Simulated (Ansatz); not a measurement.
# Ge: the cost of one run

Computed with Ansatz 0.2.0 (DFT PBEsol, scalar-relativistic, plane waves, PAW, unless a step's input says otherwise).

### 1 The system as given

It takes space group Imma (No. 74, orthorhombic). Conventional cell: a = 4.992 Å, b = 5.302 Å, c = 2.874 Å, α = 90.00°, β = 90.00°, γ = 90.00°. Ge (site symmetry mm2) has 6 Ge at 2.68 to 2.87 Å as nearest neighbours.

Structure file:

```xyz
2
Lattice="-2.4959 2.6509 1.4369 2.4959 -2.6509 1.4369 2.4959 2.6509 -1.4369" Properties=species:S:1:pos:R:3 pbc="T T T"
Ge    2.4959   -1.3254    1.2529
Ge    0.0000    3.9763    0.1841
```

The structure comes from the Materials Project (structure only).

### 2 A change within a subgroup

The change: strain xx, yy, zz, yz, xz, xy = +3.5, -5.1, +4.3, -1.2, +0.0, +0.0 %; atoms moved by 0.15 Å root mean square, at most 0.15 Å.

File input.yaml:

```yaml
crystal:
  lattice:
    - [-2.5820813579, 2.4982844137, 1.4676081535]
    - [2.5820813579, -2.5323113187, 1.5303805894]
    - [2.5820813579, 2.5323113187, -1.5303805894]
  atoms:
    - { symbol: Ge, position: [0.1765788298, 0.9041434901, 0.2724353397] }
    - { symbol: Ge, position: [0.8234211702, 0.0958565099, 0.7275646603] }
basis:
  ecutwfc: 420
kpoints:
  mp_grid: { grid: [16, 16, 16] }
hamiltonian:
  xc: pbesol
scf:
  occupations: { method: gaussian, width: 0.1 }
output:
  forces: true
  stress: true
  eigenvalues: true
  populations: true
  write_density: true
  write_potential: true
  elf: true
  volumetric_format: npy
```

Launch:

```sh
> ansatz run input.yaml --threads 1 --pin off --max-ram 1331MiB --backend cpu --events-out ev --progress --plain --runs-dir out
```

**Question.** How long does this run take on 1 thread of an x86-64 CPU, shared host, and how much memory does it need?

About 61 s, with a peak of 0.84 GiB.
